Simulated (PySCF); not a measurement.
# How well do the runs reproduce experiment for aniline?

**Experimental background.**

From NIST CCCBDB Release 22 (SRD 101), experimental polarizabilities, for the gas: mean polarisability 11.581 Å³.

The runs below try to reproduce these values; the comparison stands at the end.

Compound: aniline, C6H7N.
SMILES with atom numbers: `[NH2:1][c:2]1[cH:3][cH:4][cH:5][cH:6][cH:7]1` (hydrogens: H8, H9 on N1; H10 on C3; H11 on C4; H12 on C5; H13 on C6; H14 on C7)

Structure used (GFN2-xTB), in Å, numbered top down from 1:
```xyz
14
C6H7N angstrom
N      2.277   -0.211    0.201
C      0.908   -0.079    0.067
C      0.262    1.081    0.494
C     -1.114    1.181    0.427
C     -1.871    0.131   -0.066
C     -1.236   -1.023   -0.494
C      0.139   -1.131   -0.431
H      2.714   -0.915   -0.371
H      2.801    0.645    0.281
H      0.851    1.902    0.879
H     -1.599    2.086    0.760
H     -2.946    0.212   -0.118
H     -1.818   -1.846   -0.884
H      0.633   -2.033   -0.766
```

Runs made with PySCF (gas phase, on this GFN2-xTB geometry; no spin–orbit coupling):

| level | job | basis functions | wall time |
| --- | --- | --- | --- |
| CAM-B3LYP/def2-SVPD | 8 singlets by full TDDFT, 3 Tamm–Dancoff triplets, polarisability | 196 | 31 s |

Hardware: an Arm Neoverse V2 with one thread, shared host.

**Comparison with experiment**

**Mean polarisability.** Measured: 11.581 Å³ (NIST CCCBDB Release 22 (SRD 101), experimental polarizabilities).

```json
{"level": "CAM-B3LYP/def2-SVPD", "computed (Å³)": "11.430", "computed − measured (Å³)": "-0.151", "% (from the printed values)": "-1"}
```

The computed values are static and purely electronic, with core orbitals frozen in the response (1 au = 0.148185 Å³). The table of measured values doesn't say here whether a value is static or optical, or holds a vibrational part.

The geometry is computed, not the measured one. Where a level misses, the cause wasn't examined.
